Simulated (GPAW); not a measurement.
**Ag: equation of state with PBEsol+D4**

Ag:

```
CELL_PARAMETERS angstrom
0.00000 2.04275 2.04275
2.04275 0.00000 2.04275
2.04275 2.04275 0.00000
ATOMIC_POSITIONS crystal
Ag 0.00000 0.00000 0.00000
```

* Program: GPAW 26.7.0
* Task: equation of state
* Functional: PBEsol
* Dispersion: D4
* Potentials or basis: PAW data sets generated in the run's folder for this functional
* Cutoff: 600 eV
* Basis: pw
* k mesh: 11 × 11 × 11
* Occupations: fermi-dirac, width 0.05 eV
* Spin: no spin polarisation

The equilibrium volume is 16.21 Å³/atom and the bulk modulus is 132 GPa. The pressure derivative of the bulk modulus is 5.7 (rough: it moves with the points fitted).

Energy against volume, from the lowest point:
```csv
volume (Å³/atom),energy (meV/atom)
16.025,0.19
16.366,0.00
16.707,5.23
17.048,15.33
17.389,29.57
17.730,47.43
18.071,68.33
```

It took 74 s on 1 thread of Intel(R) Xeon(R) Platinum 8488C (Sapphire Rapids) (shared host), peak memory 0.23 GiB.
